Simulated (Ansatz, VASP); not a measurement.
**Al: VASP beside Ansatz**

POSCAR

```
Al
1.0
    2.7217600000      0.0000000000      0.0000000000
    0.0000000000      2.7217600000      0.0000000000
    0.0000000000      0.0000000000      2.7217600000
Al
1
Direct
    0.0000000000      0.0000000000      0.0000000000
```

INCAR.step1

```
  PREC = Accurate
  ENCUT = 520
  EDIFF = 1E-5
  ISMEAR = -1
  SIGMA = 0.05
  LREAL = F
  LASPH = T
  NELM = 60
  ALGO = Normal
  ISIF = 2
  LWAVE = T
  LCHARG = F
  GGA = PE
  NBANDS = 8
```

File INCAR.step2:

```
  PREC = Accurate
  ENCUT = 520
  EDIFF = 1E-6
  ISMEAR = -1
  SIGMA = 0.05
  LREAL = F
  LASPH = T
  NELM = 60
  ALGO = Normal
  ISIF = 2
  LWAVE = F
  LCHARG = F
  METAGGA = R2SCAN
  LHFCALC = T
  AEXX = 0.5
  LMIXTAU = T
  PRECFOCK = Normal
  ISTART = 1
  NBANDS = 8
```

The input KPOINTS:

```
Automatic mesh
0
Gamma
  5 5 5
```

input.yaml

```yaml
crystal:
  lattice:
    - [2.72176, 0.0, 0.0]
    - [0.0, 2.72176, 0.0]
    - [0.0, 0.0, 2.72176]
  atoms:
    - { symbol: Al, position: [0.0, 0.0, 0.0] }
hamiltonian:
  xc: r2scan50
  pseudopotentials: { kind: paw }
kpoints:
  mp_grid: { grid: [5, 5, 5] }
scf:
  occupations: { method: fermi_dirac, width: 0.05 }
output:
  forces: true
  stress: true
  eigenvalues: true
```

The cell was built by a generator and needn't be a form met in nature.

Alike in both runs: task single point; functional r2SCAN50; k mesh 5 × 5 × 5; occupations fermi-dirac, width 0.05 eV; no spin polarisation.

|  | VASP | Ansatz |
| --- | --- | --- |
| version | VASP 6.6.1 | Ansatz 0.2.0 |
| potentials or method | VASP PAW PBE potentials, release 64 (Al) | Ansatz PAW |
| plane-wave cutoff (eV) | 520 | 500 |
| valence electrons in the cell | 3 | 3 |

VASP gave:

```
gap on the k mesh at the Fermi level (eV) : none
pressure (GPa)                            : -2.4
```

**Question.** What did Ansatz give for the same quantities?

**Answer.** gap on the k mesh at the Fermi level (eV): none; pressure (GPa): -2.1.

A gap of «none» marks a metal or a gap that the smearing closes. The functional is the same, so the differences come from potentials, cutoffs and numerics.

Caveats: the k mesh is coarse (spacing up to 0.46 Å⁻¹), so the values aren't converged, least of all with exact exchange; the PAW data sets were made with another functional, which shifts forces and pressure a little (VASP); the PAW data sets come from PBE, with cores solved anew for the run's functional, which leaves a small shift of forces and pressure (Ansatz); the thresholds are loose for stress (Ansatz).
